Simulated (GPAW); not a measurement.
# Rh (Fm-3m) in GPAW: further runs

One crystal, Rh, is run at these levels: LDA, PBEsol, RPBE, revPBE; tasks: relaxation of cell and atoms.

Program: GPAW 26.7.0. These are calculated values, not measurements. Logs are shortened: lines on timing, memory, paths and dates and some standing lists are left out, and cuts for length are marked. The log counts tension as positive stress, the text compression.

### 1 The crystal as given

The structure is cubic, space group Fm-3m (No. 225). The conventional cell has a = 3.796 Å, b = 3.796 Å, c = 3.796 Å, α = 90.00°, β = 90.00°, γ = 90.00°. Rh (site symmetry m-3m) is surrounded by 12 Rh at 2.68 Å.

### 2 Relaxation of cell and atoms, LDA

Input file run.py:

```python
from ase.filters import FrechetCellFilter
from ase.io import read, write
from ase.optimize import BFGS
from gpaw import GPAW, PW

atoms = read('POSCAR')

calc = GPAW(mode=PW(600),
            xc='LDA',
            kpts={'size': (12, 12, 12), 'gamma': True},
            occupations={'name': 'fermi-dirac', 'width': 0.05},
            nbands=16,
            convergence={'density': 1e-05, 'forces': 0.0001},
            maxiter=150,
            txt='gpaw.txt')
atoms.calc = calc
opt = BFGS(FrechetCellFilter(atoms), trajectory='relax.traj', logfile='-')
done = opt.run(fmax=0.02, steps=100)
calc.write('gs.gpw')
write('result.traj', atoms)
print('Converged:', done)
print('Cell:', atoms.cell.cellpar().round(4))
print('Volume:', round(atoms.get_volume(), 4))
print(atoms.get_scaled_positions().round(5))
```

Input file POSCAR:

```
Rh
1.0
    0.0000000000      1.8978500000      1.8978500000
    1.8978500000      0.0000000000      1.8978500000
    1.8978500000      1.8978500000      0.0000000000
Rh
1
Direct
    0.0000000000      0.0000000000      0.0000000000
```

Potentials or basis: the program's PAW data sets (release 1.2.1) made for this functional, pw.

Started as:

```console
$ OMP_NUM_THREADS=1 python run.py
```

gpaw.txt:

```text
__  _  _
 | _ |_)|_||  |
 |__||  | ||/\| - 26.7.0

Input parameters:
  mode=PW(ecut=600.0),
  convergence={'density': 1e-05, 'forces': 0.0001},
  kpts=MonkhorstPack(size=(12, 12, 12), gamma=True),
  maxiter=150,
  nbands=16,
  occupations=Occupations(name='fermi-dirac', width=0.05),
  xc=XC(name='LDA')

Diagonalizing LCAO Hamiltonian
Converting LCAO to pw mode

       Rh

Atoms  # Å, Bohr magnetons
|   | symbol |        x |        y |        z |    initial magnetic moments |
|---|--------|----------|----------|----------|-----------------------------|
| 0 |     Rh | 0.000000 | 0.000000 | 0.000000 | ( 0.0000,  0.0000,  0.0000) |

Unit cell  # Å
| periodic |        x |        y |        z |  lengths |    angles |
|----------|----------|----------|----------|----------|-----------|
|      yes | 0.000000 | 1.897850 | 1.897850 | 2.683965 | 60.000000 |
|      yes | 1.897850 | 0.000000 | 1.897850 | 2.683965 | 60.000000 |
|      yes | 1.897850 | 1.897850 | 0.000000 | 2.683965 | 60.000000 |

Number of symmetries: 48
Symmetry operations  # r_c * U_cc + t_c -> r_c
|    | kind |            matrix            |
|----|------|------------------------------|
|  0 |  σ   |  1, 0, 0,  1, 0,-1,  1,-1, 0 |
|  1 |  C2  |  1, 0, 0,  1,-1, 0,  1, 0,-1 |
|  2 |  E   |  1, 0, 0,  0, 1, 0,  0, 0, 1 |
|  3 |  σ   |  1, 0, 0,  0, 0, 1,  0, 1, 0 |
|  4 |  C4  |  1, 0,-1,  1, 0, 0,  1,-1, 0 |
|  5 |  S6  |  1, 0,-1,  1,-1, 0,  1, 0, 0 |
|  6 |  σ   |  1, 0,-1,  0, 1,-1,  0, 0,-1 |
|  7 |  C3  |  1, 0,-1,  0, 0,-1,  0, 1,-1 |
|  8 |  S6  |  1,-1, 0,  1, 0, 0,  1, 0,-1 |
|  9 |  C4  |  1,-1, 0,  1, 0,-1,  1, 0, 0 |
| 10 |  C3  |  1,-1, 0,  0,-1, 1,  0,-1, 0 |
| 11 |  σ   |  1,-1, 0,  0,-1, 0,  0,-1, 1 |
| 12 |  σ   |  0, 1, 0,  1, 0, 0,  0, 0, 1 |
| 13 |  C4  |  0, 1, 0,  0, 1,-1, -1, 1, 0 |
| 14 |  C3  |  0, 1, 0,  0, 0, 1,  1, 0, 0 |
| 15 |  S6  |  0, 1, 0, -1, 1, 0,  0, 1,-1 |
| 16 |  C2  |  0, 1,-1,  1, 0,-1,  0, 0,-1 |
| 17 |  σ   |  0, 1,-1,  0, 1, 0, -1, 1, 0 |
| 18 |  S4  |  0, 1,-1,  0, 0,-1,  1, 0,-1 |
| 19 |  C4  |  0, 1,-1, -1, 1, 0,  0, 1, 0 |
| 20 |  C3  |  0, 0, 1,  1, 0, 0,  0, 1, 0 |
| 21 |  σ   |  0, 0, 1,  0, 1, 0,  1, 0, 0 |
[... 128 lines left out ...]
convergence criteria:
- Maximum integral of absolute [dens]ity change: 1e-05 electrons / valence electron
- Maximum change in the atomic [forces] across last 2 cycles: 0.0001 eV/Ang OR
Maximum error relative to the maximum force is below inf
- Maximum [total energy] change in last 3 cyles: 0.0005 eV / valence electron
- Maximum integral of absolute [eigenst]ate change: 4e-08 eV^2 / valence electron
maximum number of iterations: 150

SCF iterations
|iter     | |      energy | eigst |  dens |force |
|---------|-|-------------|-------|-------|------|
|iter:   1| |   -9.494187 | +0.07 |       |      |
|iter:   2| |   -9.336249 | -2.71 | -1.08 |      |
|iter:   3| |   -8.771710 | -2.05 | -1.13 |      |
|iter:   4| |   -8.763720 | -3.87 | -2.32 |      |
|iter:   5| |   -8.759743 | -4.00 | -2.52 |      |
|iter:   6| |   -8.759734c| -6.61 | -3.59 |      |
|iter:   7| |   -8.759735c| -7.14 | -3.81 |      |
|iter:   8| |   -8.759735c| -8.16c| -5.20c|      |
|iter:   9| |   -8.759735c| -9.26c| -5.93c|-23.86c|

Converged in 9 steps
Energy contributions relative to reference atoms: (reference = -130009.130234)

Energy contributions:
  Kinetic:          -4.420344
  Coulomb:           1.951327
  Zero:             -0.155760
  External:          0.000000
  Xc:               -6.130874
  Entropy:          -0.008166
  Spinorbit:         0.000000
  ----------------------------
  Free energy:      -8.763818
  Extrapolated:     -8.759735

dipole moment: (-11.560847, -11.560847, -11.560847)  # |e|*Ang

Fermi level: 11.651
Eigenvalues  # (at kpt = [-0.000, -0.000, -0.000])
| band index |      eig [eV] | occ [0-2] |
|------------|---------------|-----------|
|          0 |       -34.660 |     2.000 |
|          1 |       -34.660 |     2.000 |
|          2 |       -34.660 |     2.000 |
|          3 |         3.552 |     2.000 |
|          4 |         8.500 |     2.000 |
|          5 |         8.500 |     2.000 |
[... 8 lines left out ...]
|         14 |        43.148 |     0.000 |
|         15 |        43.763 |     0.000 |

No gap
No difference between direct/indirect transitions

Stress tensor  # eV/Ang^3
|         x |         y |         z |
|-----------|-----------|-----------|
|  0.052657 | -0.000000 | -0.000000 |
| -0.000000 |  0.052657 |  0.000000 |
| -0.000000 |  0.000000 |  0.052657 |

Forces  # eV/Ang
|       x |       y |        z |
|---------|---------|----------|
| 0.00000 | 0.00000 | -0.00000 |  # Rh   0

Interpolating wave functions to new cell

       Rh

Atoms  # Å, Bohr magnetons
|   | symbol |        x |        y |         z |    initial magnetic moments |
|---|--------|----------|----------|-----------|-----------------------------|
| 0 |     Rh | 0.000000 | 0.000000 | -0.000000 | ( 0.0000,  0.0000,  0.0000) |

Unit cell  # Å
| periodic |        x |        y |        z |  lengths |    angles |
|----------|----------|----------|----------|----------|-----------|
|      yes | 0.000000 | 1.878432 | 1.878432 | 2.656504 | 60.000000 |
|      yes | 1.878432 | 0.000000 | 1.878432 | 2.656504 | 60.000000 |
|      yes | 1.878432 | 1.878432 | 0.000000 | 2.656504 | 60.000000 |

Number of symmetries: 48
Symmetry operations  # r_c * U_cc + t_c -> r_c
|    | kind |            matrix            |
|----|------|------------------------------|
|  0 |  σ   |  1, 0, 0,  1, 0,-1,  1,-1, 0 |
|  1 |  C2  |  1, 0, 0,  1,-1, 0,  1, 0,-1 |
|  2 |  E   |  1, 0, 0,  0, 1, 0,  0, 0, 1 |
|  3 |  σ   |  1, 0, 0,  0, 0, 1,  0, 1, 0 |
|  4 |  C4  |  1, 0,-1,  1, 0, 0,  1,-1, 0 |
|  5 |  S6  |  1, 0,-1,  1,-1, 0,  1, 0, 0 |
|  6 |  σ   |  1, 0,-1,  0, 1,-1,  0, 0,-1 |
|  7 |  C3  |  1, 0,-1,  0, 0,-1,  0, 1,-1 |
|  8 |  S6  |  1,-1, 0,  1, 0, 0,  1, 0,-1 |
|  9 |  C4  |  1,-1, 0,  1, 0,-1,  1, 0, 0 |
| 10 |  C3  |  1,-1, 0,  0,-1, 1,  0,-1, 0 |
| 11 |  σ   |  1,-1, 0,  0,-1, 0,  0,-1, 1 |
| 12 |  σ   |  0, 1, 0,  1, 0, 0,  0, 0, 1 |
| 13 |  C4  |  0, 1, 0,  0, 1,-1, -1, 1, 0 |
| 14 |  C3  |  0, 1, 0,  0, 0, 1,  1, 0, 0 |
| 15 |  S6  |  0, 1, 0, -1, 1, 0,  0, 1,-1 |
| 16 |  C2  |  0, 1,-1,  1, 0,-1,  0, 0,-1 |
| 17 |  σ   |  0, 1,-1,  0, 1, 0, -1, 1, 0 |
| 18 |  S4  |  0, 1,-1,  0, 0,-1,  1, 0,-1 |
| 19 |  C4  |  0, 1,-1, -1, 1, 0,  0, 1, 0 |
| 20 |  C3  |  0, 0, 1,  1, 0, 0,  0, 1, 0 |
| 21 |  σ   |  0, 0, 1,  0, 1, 0,  1, 0, 0 |
[... 128 lines left out ...]
convergence criteria:
- Maximum integral of absolute [dens]ity change: 1e-05 electrons / valence electron
- Maximum change in the atomic [forces] across last 2 cycles: 0.0001 eV/Ang OR
Maximum error relative to the maximum force is below inf
- Maximum [total energy] change in last 3 cyles: 0.0005 eV / valence electron
- Maximum integral of absolute [eigenst]ate change: 4e-08 eV^2 / valence electron
maximum number of iterations: 150

SCF iterations
|iter     | |      energy | eigst |  dens |force |
|---------|-|-------------|-------|-------|------|
|iter:   1| |   -8.799654 | -1.34 |       |      |
|iter:   2| |   -8.792443 | -4.65 | -1.74 |      |
|iter:   3| |   -8.769417 | -3.42 | -1.79 |      |
|iter:   4| |   -8.769998 | -4.88 | -2.64 |      |
|iter:   5| |   -8.770402c| -4.84 | -2.93 |      |
|iter:   6| |   -8.770402c| -7.14 | -3.91 |      |
|iter:   7| |   -8.770403c| -8.13c| -4.20 |      |
|iter:   8| |   -8.770403c| -9.59c| -5.82c|      |
|iter:   9| |   -8.770403c|-10.31c| -6.14c|-25.05c|

Converged in 9 steps
Energy contributions relative to reference atoms: (reference = -130009.130234)

Energy contributions:
  Kinetic:          -1.189425
  Coulomb:          -0.731370
  Zero:             -0.166784
  External:          0.000000
  Xc:               -6.678984
  Entropy:          -0.007679
  Spinorbit:         0.000000
  ----------------------------
  Free energy:      -8.774242
  Extrapolated:     -8.770403

dipole moment: (-11.450235, -11.450235, -11.450235)  # |e|*Ang

Fermi level: 12.237
Eigenvalues  # (at kpt = [-0.000, -0.000, -0.000])
| band index |      eig [eV] | occ [0-2] |
|------------|---------------|-----------|
|          0 |       -34.129 |     2.000 |
|          1 |       -34.129 |     2.000 |
|          2 |       -34.129 |     2.000 |
|          3 |         3.904 |     2.000 |
|          4 |         8.929 |     2.000 |
|          5 |         8.929 |     2.000 |
[... 8 lines left out ...]
|         14 |        43.572 |     0.000 |
|         15 |        45.029 |     0.000 |

No gap
No difference between direct/indirect transitions

Stress tensor  # eV/Ang^3
|         x |         y |         z |
|-----------|-----------|-----------|
| -0.003606 |  0.000000 |  0.000000 |
|  0.000000 | -0.003606 |  0.000000 |
|  0.000000 |  0.000000 | -0.003606 |

Forces  # eV/Ang
|        x |       y |        z |
|----------|---------|----------|
| -0.00000 | 0.00000 | -0.00000 |  # Rh   0

Interpolating wave functions to new cell

       Rh

Atoms  # Å, Bohr magnetons
|   | symbol |        x |         y |        z |    initial magnetic moments |
|---|--------|----------|-----------|----------|-----------------------------|
| 0 |     Rh | 0.000000 | -0.000000 | 0.000000 | ( 0.0000,  0.0000,  0.0000) |

Unit cell  # Å
| periodic |        x |         y |         z |  lengths |    angles |
|----------|----------|-----------|-----------|----------|-----------|
|      yes | 0.000000 |  1.879635 |  1.879635 | 2.658206 | 60.000000 |
|      yes | 1.879635 | -0.000000 |  1.879635 | 2.658206 | 60.000000 |
|      yes | 1.879635 |  1.879635 | -0.000000 | 2.658206 | 60.000000 |

Number of symmetries: 48
Symmetry operations  # r_c * U_cc + t_c -> r_c
|    | kind |            matrix            |
|----|------|------------------------------|
|  0 |  σ   |  1, 0, 0,  1, 0,-1,  1,-1, 0 |
|  1 |  C2  |  1, 0, 0,  1,-1, 0,  1, 0,-1 |
|  2 |  E   |  1, 0, 0,  0, 1, 0,  0, 0, 1 |
|  3 |  σ   |  1, 0, 0,  0, 0, 1,  0, 1, 0 |
|  4 |  C4  |  1, 0,-1,  1, 0, 0,  1,-1, 0 |
|  5 |  S6  |  1, 0,-1,  1,-1, 0,  1, 0, 0 |
|  6 |  σ   |  1, 0,-1,  0, 1,-1,  0, 0,-1 |
|  7 |  C3  |  1, 0,-1,  0, 0,-1,  0, 1,-1 |
|  8 |  S6  |  1,-1, 0,  1, 0, 0,  1, 0,-1 |
|  9 |  C4  |  1,-1, 0,  1, 0,-1,  1, 0, 0 |
| 10 |  C3  |  1,-1, 0,  0,-1, 1,  0,-1, 0 |
| 11 |  σ   |  1,-1, 0,  0,-1, 0,  0,-1, 1 |
| 12 |  σ   |  0, 1, 0,  1, 0, 0,  0, 0, 1 |
| 13 |  C4  |  0, 1, 0,  0, 1,-1, -1, 1, 0 |
| 14 |  C3  |  0, 1, 0,  0, 0, 1,  1, 0, 0 |
| 15 |  S6  |  0, 1, 0, -1, 1, 0,  0, 1,-1 |
| 16 |  C2  |  0, 1,-1,  1, 0,-1,  0, 0,-1 |
| 17 |  σ   |  0, 1,-1,  0, 1, 0, -1, 1, 0 |
| 18 |  S4  |  0, 1,-1,  0, 0,-1,  1, 0,-1 |
| 19 |  C4  |  0, 1,-1, -1, 1, 0,  0, 1, 0 |
| 20 |  C3  |  0, 0, 1,  1, 0, 0,  0, 1, 0 |
| 21 |  σ   |  0, 0, 1,  0, 1, 0,  1, 0, 0 |
[... 128 lines left out ...]
convergence criteria:
- Maximum integral of absolute [dens]ity change: 1e-05 electrons / valence electron
- Maximum change in the atomic [forces] across last 2 cycles: 0.0001 eV/Ang OR
Maximum error relative to the maximum force is below inf
- Maximum [total energy] change in last 3 cyles: 0.0005 eV / valence electron
- Maximum integral of absolute [eigenst]ate change: 4e-08 eV^2 / valence electron
maximum number of iterations: 150

SCF iterations
|iter     | |      energy | eigst |  dens |force |
|---------|-|-------------|-------|-------|------|
|iter:   1| |   -8.770533 | -3.68 |       |      |
|iter:   2| |   -8.770508 | -7.01 | -2.95 |      |
|iter:   3| |   -8.770435c| -5.85 | -3.00 |      |
|iter:   4| |   -8.770438c| -7.29 | -3.85 |      |
|iter:   5| |   -8.770440c| -7.21 | -4.14 |      |
|iter:   6| |   -8.770440c| -8.29c| -5.13c|      |
|iter:   7| |   -8.770440c| -8.58c| -5.41c|-25.70c|

Converged in 7 steps
Energy contributions relative to reference atoms: (reference = -130009.130234)

Energy contributions:
  Kinetic:          -1.400641
  Coulomb:          -0.556063
  Zero:             -0.166044
  External:          0.000000
  Xc:               -6.643839
  Entropy:          -0.007707
  Spinorbit:         0.000000
  ----------------------------
  Free energy:      -8.774294
  Extrapolated:     -8.770440

dipole moment: (-11.457117, -11.457117, -11.457117)  # |e|*Ang

Fermi level: 12.200
Eigenvalues  # (at kpt = [-0.000, -0.000, -0.000])
| band index |      eig [eV] | occ [0-2] |
|------------|---------------|-----------|
|          0 |       -34.163 |     2.000 |
|          1 |       -34.163 |     2.000 |
|          2 |       -34.163 |     2.000 |
|          3 |         3.882 |     2.000 |
|          4 |         8.902 |     2.000 |
|          5 |         8.902 |     2.000 |
[... 8 lines left out ...]
|         14 |        43.545 |     0.000 |
|         15 |        44.949 |     0.000 |

No gap
No difference between direct/indirect transitions

Stress tensor  # eV/Ang^3
|         x |        y |         z |
|-----------|----------|-----------|
|  0.000165 | 0.000000 | -0.000000 |
|  0.000000 | 0.000165 |  0.000000 |
| -0.000000 | 0.000000 |  0.000165 |

Forces  # eV/Ang
|       x |       y |       z |
|---------|---------|---------|
| 0.00000 | 0.00000 | 0.00000 |  # Rh   0

# Writing to gs.gpw (mode='')
```

Run time: 19 s. Hardware: 1 thread of Arm Neoverse V2, shared host; peak memory 0.16 GiB.

What came out:

```
Free energy                            : -8.7743 eV
Relaxed volume                         : 13.28 Å³/atom
Relaxed cell                           : a = 2.658 Å, b = 2.658 Å, c = 2.658 Å, α = 60.00°, β = 60.00°, γ = 60.00°
Space group after relaxing (to 0.05 Å) : Fm-3m (No. 225)
Energy gained by relaxing              : 10.7 meV/atom
Ionic steps                            : 3
Pressure after relaxing                : 0.0 GPa
Band gap on the k mesh                 : none (metal or under the smearing width)
```

The path:
```csv
step,energy change (eV),largest force (eV/Å),pressure (GPa),volume (Å³)
1,0.0000,0.0000,-8.44,13.67
2,-0.0107,0.0000,0.58,13.26
3,-0.0107,0.0000,-0.03,13.28
```

Final structure:
```xyz
1
Lattice="0.0000 1.8796 1.8796 1.8796 0.0000 1.8796 1.8796 1.8796 0.0000" Properties=species:S:1:pos:R:3 pbc="T T T"
Rh    0.0000    0.0000    0.0000
```

Caveat: later steps reuse the first step's grids. Zero-point motion and thermal expansion aren't in these numbers.

### 3 Relaxation of cell and atoms, PBEsol

Input file run.py:

```python
from ase.filters import FrechetCellFilter
from ase.io import read, write
from ase.optimize import LBFGS
from gpaw import GPAW, PW, setup_paths

setup_paths.insert(0, '.')

atoms = read('Rh.xyz')

calc = GPAW(mode=PW(600),
            xc='PBEsol',
            kpts={'size': (12, 12, 12), 'gamma': True},
            occupations={'name': 'fermi-dirac', 'width': 0.05},
            nbands=16,
            convergence={'density': 1e-05, 'forces': 0.0001},
            maxiter=150,
            txt='gpaw.txt')
atoms.calc = calc
opt = LBFGS(FrechetCellFilter(atoms), trajectory='relax.traj', logfile='-')
done = opt.run(fmax=0.02, steps=60)
calc.write('gs.gpw')
write('result.traj', atoms)
print('Converged:', done)
print('Cell:', atoms.cell.cellpar().round(4))
print('Volume:', round(atoms.get_volume(), 4))
print(atoms.get_scaled_positions().round(5))
```

Input file Rh.xyz:

```xyz
1
Lattice="0.0000000000 1.8978500000 1.8978500000 1.8978500000 0.0000000000 1.8978500000 1.8978500000 1.8978500000 0.0000000000" Properties=species:S:1:pos:R:3 pbc="T T T"
Rh     0.0000000000      0.0000000000      0.0000000000
```

Potentials or basis: PAW data sets generated in the run's folder for this functional, pw.

Started as:

```console
$ gpaw-setup -f PBEsol Rh
$ OMP_NUM_THREADS=1 python run.py
```

Run time: 16 s. Hardware: 1 thread of Arm Neoverse V2, shared host; peak memory 0.15 GiB.

It converged, with:

| Quantity | Value |
| --- | --- |
| Free energy | -8.1752 eV |
| Relaxed volume | 13.60 Å³/atom |
| Relaxed cell | a = 2.679 Å, b = 2.679 Å, c = 2.679 Å, α = 60.00°, β = 60.00°, γ = 60.00° |
| Space group after relaxing (to 0.05 Å) | Fm-3m (No. 225) |
| Energy gained by relaxing | 0.3 meV/atom |
| Ionic steps | 2 |
| Pressure after relaxing | 0.1 GPa |
| Band gap on the k mesh | none (metal or under the smearing width) |

The path:
| step | energy change (eV) | largest force (eV/Å) | pressure (GPa) | volume (Å³) |
| --- | --- | --- | --- | --- |
| 1 | 0.0000 | 0.0000 | -1.44 | 13.67 |
| 2 | -0.0003 | 0.0000 | 0.07 | 13.60 |

Final structure:
```
Rh
1.0
     0.00000    1.89452    1.89452
     1.89452    0.00000    1.89452
     1.89452    1.89452    0.00000
Rh
1
Cartesian
  0.0000 0.0000 0.0000
```

Levels at points of the mesh, in eV from the Fermi level:
| k point | band 4 | band 5 | band 6 | band 7 | band 8 | band 9 | band 10 | band 11 |
| --- | --- | --- | --- | --- | --- | --- | --- | --- |
| (0.00, 0.00, 0.00) | -8.12 | -3.16 | -3.16 | -3.16 | -1.03 | -1.03 | 16.27 | 22.02 |
| (0.50, 0.50, 0.00) | -6.44 | -6.06 | 0.54 | 0.99 | 0.99 | 3.19 | 12.33 | 13.61 |
| (0.50, 0.50, 0.50) | -6.24 | -3.24 | -3.24 | 0.56 | 0.56 | 0.64 | 8.69 | 15.70 |

Caveat: later steps reuse the first step's grids.

### 4 Relaxation of cell and atoms, RPBE

Input file run.py:

```python
from ase.filters import FrechetCellFilter
from ase.io import read, write
from ase.optimize import BFGS
from gpaw import GPAW, PW

atoms = read('Rh.xyz')

calc = GPAW(mode=PW(600),
            xc='RPBE',
            kpts={'size': (12, 12, 12), 'gamma': True},
            occupations={'name': 'fermi-dirac', 'width': 0.05},
            nbands=16,
            convergence={'density': 1e-05, 'forces': 0.0001},
            maxiter=150,
            txt='gpaw.txt')
atoms.calc = calc
opt = BFGS(FrechetCellFilter(atoms), trajectory='relax.traj', logfile='-')
done = opt.run(fmax=0.05, steps=100)
calc.write('gs.gpw')
write('result.traj', atoms)
print('Converged:', done)
print('Cell:', atoms.cell.cellpar().round(4))
print('Volume:', round(atoms.get_volume(), 4))
print(atoms.get_scaled_positions().round(5))
```

Rh.xyz is that of step 3.

Potentials or basis: the program's PAW data sets (release 1.2.1) made for this functional, pw.

Started as:

```console
$ OMP_NUM_THREADS=1 python run.py
```

Wall time 16 s (1 thread of Arm Neoverse V2, shared host); peak memory 0.15 GiB.

It converged, with:

- Free energy: -6.6813 eV
- Relaxed volume: 14.42 Å³/atom
- Relaxed cell: a = 2.732 Å, b = 2.732 Å, c = 2.732 Å, α = 60.00°, β = 60.00°, γ = 60.00°
- Space group after relaxing (to 0.05 Å): Fm-3m (No. 225)
- Energy gained by relaxing: 31.9 meV/atom
- Ionic steps: 2
- Pressure after relaxing: 0.2 GPa
- Band gap on the k mesh: none (metal or under the smearing width)

The path:
```csv
step,energy change (eV),largest force (eV/Å),pressure (GPa),volume (Å³)
1,0.0000,0.0000,14.54,13.67
2,-0.0319,0.0000,0.15,14.42
```

Final structure:
```
CELL_PARAMETERS angstrom
0.00000 1.93178 1.93178
1.93178 0.00000 1.93178
1.93178 1.93178 0.00000
ATOMIC_POSITIONS crystal
Rh 0.00000 0.00000 0.00000
```

Levels at points of the mesh, in eV from the Fermi level:
```csv
k point,band 4,band 5,band 6,band 7,band 8,band 9,band 10,band 11
"(0.00, 0.00, 0.00)",-7.56,-2.85,-2.85,-2.85,-0.94,-0.94,16.36,21.80
"(0.50, 0.50, 0.00)",-5.85,-5.50,0.46,0.88,0.88,3.25,11.69,13.38
"(0.50, 0.50, 0.50)",-5.69,-2.93,-2.93,0.50,0.50,0.83,8.20,15.78
```

Caveat: later steps reuse the first step's grids. RPBE and its kin give volumes clearly too large for solids.

[end of part 1 of 2]
